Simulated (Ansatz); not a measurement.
## Gd (Fm-3m): spiral at q = 0

Computed with DFT, PBE, all-electron LAPW, scalar-relativistic (Ansatz 0.2.0).

Command: `ansatz run input.yaml --threads 2 --pin off --max-ram 5120MiB --backend cpu --events-out ev --progress --plain --runs-dir out`

```yaml
crystal:
  lattice:
    - [0.0, 2.5858190855, 2.5858190855]
    - [2.5858190855, 0.0, 2.5858190855]
    - [2.5858190855, 2.5858190855, 0.0]
  atoms:
    - { symbol: Gd, position: [0.0, 0.0, 0.0], spin: 7.3, spin_axis: [1.0, 0.0, 0.0] }
magnetization:
  noncollinear: true
  spin_spiral: { q: [0.0, 0.0, 0.0] }
kpoints:
  mp_grid: { grid: [12, 12, 12] }
scf:
  occupations: { method: fermi_dirac, width: 0.05 }
hamiltonian:
  xc: pbe
  pseudopotentials: { kind: all_electron, lapw: { basis_error: 0.001 } }
output:
  eigenvalues: false
```

The program prints:

```
settings of this run that can trade accuracy for cost: output.eigenvalues: false. Do not mix this run's numbers with those of runs without the same settings; the input reference describes each key
LAPW: plane waves up to 6.212 Å⁻¹, error target 1.0e-3 eV per atom; small_component_spin mean_spin; Gd in spheres of 1.828 Å, 28 of its electrons in bands, Dirac shells [] (how accurate: hamiltonian.pseudopotentials.lapw.basis_error, Limitations)
band count auto-derived: 42 (N_el = 28.0; filled up to band 28; 36 by the electrons, moments and atoms)
Engine: ansatz 0.2.0
Pseudopotentials: kind: all_electron
Pseudopotential: Gd, LAPW, valence charge 28, lapw/all_electron/scalar/gaussian/Gd, Koelling and Harmon's equation, gaussian nucleus
Functional definition: PBE
  parameter kappa = 0.804
  parameter beta = 0.06672455060314922
  exchange = pbe_x(kappa = kappa, mu = beta*pi^2/3)
  correlation = pbe_c(beta = beta)
Crystal: 1 atoms, lattice volume = 34.580 Å³
Basis set: ecut = 147.03990128902183 eV, 137 PW (Γ), exchange–correlation at level 2
Bands: 42, of which v1, the nominal top of the filled ones, is band 28 counted from 1 (27 counted from 0)
Symmetry: 48 space group operations
k-points: 72 of 1728
Spin spiral: q = (0, 0, 0) of the reciprocal vectors; moments are told in the frame that turns with it, a site's in that at the site
Non-local potential: Gd, projectors of the file, none
Initial density: superposition of atomic densities (chi_scale 0.1, normalization cell)
Starting moments: Σ|m| = 7.3 μB on 1 of 1 site
Initial wavefunctions: plane waves of lowest kinetic energy (no species holds an atomic orbital)
Functional: x = pbe(κ = 0.804, μ = 0.2195149727645171), c = pbe(β = 0.06672455060314922)
iter 1 solved again at ethr=4.38e-6 eV; its pass at ethr=1.00e-1 eV (dr2=1.23e-3 eV) is discarded
SCF iter   1: F=—  HF=-306693.340838 eV  |F-HF|=—  |Δ(HF+E_count)|=         —  Δρ=1.35e-2  dr2=1.22e-3  dr2_m=1.44e-2  ethr=4.38e-6  |M|=6.92e0 ∫|m|=6.92e0 μB  β_m=0.30  ⟨swp⟩=3.8  Hψ=21353  notcnv=0
preconditioner: auto → Kerker (q_TF=auto, 2.634 Å⁻¹)  [metal: Δε(μ)=0.004 eV  Ē_g=12.087 eV  σ=0.050 eV  W_gap=0.02  n_scr=14 (ndim 8)  ℏωp=25.3 eV  f_vac=0.000  D(μ)=7.39/eV (n_scr^D=136)]
[...]
the basis was enlarged: its passes take 6.7 MiB over the memory plan, 2 of 2 planned eigensolver slots
[...]
SCF iter  14: F=—  HF=-306693.236106 eV  |F-HF|=—  |Δ(HF+E_count)|=   8.60e-6  Δρ=9.05e-5  dr2=7.38e-8  dr2_m=6.49e-7  ethr=1.53e-9  |M|=7.52e0 ∫|m|=7.52e0 μB  β_m=0.55  ⟨swp⟩=3.0  Hψ=9403  notcnv=0
SCF iter  15: F=—  HF=-306693.236111 eV  |F-HF|=—  |Δ(HF+E_count)|=   4.82e-6  Δρ=3.08e-5  dr2=1.48e-8  dr2_m=7.52e-8  ethr=2.64e-10  |M|=7.51e0 ∫|m|=7.51e0 μB  β_m=0.78  ⟨swp⟩=3.8  Hψ=9927  notcnv=0
SCF iter  16: F=—  HF=-306693.236112 eV  |F-HF|=—  |Δ(HF+E_count)|=   9.37e-7  Δρ=1.69e-5  dr2=1.61e-8  dr2_m=2.25e-8  ethr=5.28e-11  |M|=7.51e0 ∫|m|=7.51e0 μB  β_m=0.89  ⟨swp⟩=4.0  Hψ=10185  notcnv=0
SCF iter  17: F=-306693.236113 eV  HF=-306693.236113 eV  |F-HF|=2.76e-8  |Δ(HF+E_count)|=   3.82e-7  Δρ=7.18e-6  dr2=1.48e-8  dr2_m=4.08e-9  ethr=5.28e-11  |M|=7.51e0 ∫|m|=7.51e0 μB  ⟨swp⟩=4.0  Hψ=10336  notcnv=0
SCF 1 converged in 17 iterations: F = -306693.236113 eV  dr2 = 1.48e-8
WARN: this state was not checked for a lower one beside it: the run's test of it (scf.lower_state_search) could not run behind this SCF: none is made under non-collinear spin (noncollinear)
SCF converged after 17 iterations
Magnetization: |M| = 7.5108 μB,  M = (+7.5108, -0.0000, +0.0000) μB
Absolute magnetization: 7.5108 μB (∫|m|)
  site 0: m = (+7.3842, -0.0000, +0.0000) μB, |m| = 7.3842 μB  (R = 1.83 Å)
Free energy (F): -306693.236113 eV
Harris-Foulkes:  -306693.236113 eV  (|F-HF|=2.76e-8)
Internal energy: -306693.212041 eV  (E = F + TS)
E sigma→0 (E₀):  -306693.224077 eV
Entropy (-TS):   -0.024071 eV (-24.071 meV/atom)
Fermi energy:    13.603069 eV
--- Per-component energies (eV) ---
  E_band       = -1278.648485
  E_kinetic    = 333371.991136
  E_xc         = -6804.550134
  E_electrostatic = -633260.653043  (all electrons and nuclei)
  E_smearing   = -0.024071  (= −TS)
  E_closure    = 0.000000  (closes the sum)
  E_atoms      = -306679.178813  (free atoms, spherical and without spin; not in F)
  Σ components = -306693.236113   (vs F -306693.236113, Δ=0.00e0)
  Basis errors (estimates in eV, not in F): energy 2.0e-4 per atom: plane waves 1.6e-4 (8.3e-5 summed), levels above the bands 1.8e-30, relativity 2.2e-8, radial functions 4.4e-5, core shells 1.6e-7; eigenvalues (radial functions only) 1.1e-6; not estimated: angular momenta, meshes, grids; target (lapw.basis_error) 1.0e-3; muffin-tin radii Gd 1.828 Å
settings of this run that can trade accuracy for cost: output.eigenvalues: false. Do not mix this run's numbers with those of runs without the same settings; the input reference describes each key
```

Site moments (μB): Gd 7.38. Cell moment 7.51 μB in the turning frame.

Without U a semilocal functional puts the f levels too near the Fermi level, which can change moments and the order of magnetic states; site and cell moments are spin moments. Spin–orbit coupling is left out although heavy atoms are present. In at least one run the program's final test of stability wasn't made or came to no verdict. With open f shells a run can end in a state that isn't the lowest. These are results for the start and cell typed. The real compound can order otherwise, in a larger cell, or not at all, since semilocal functionals without spin fluctuations often overstate magnetism; near a collapse of the moment, mesh and smearing move it by tens of per cent.

It took 70 s on 2 threads of Arm Neoverse V2, on a shared host, peak memory 0.49 GiB.
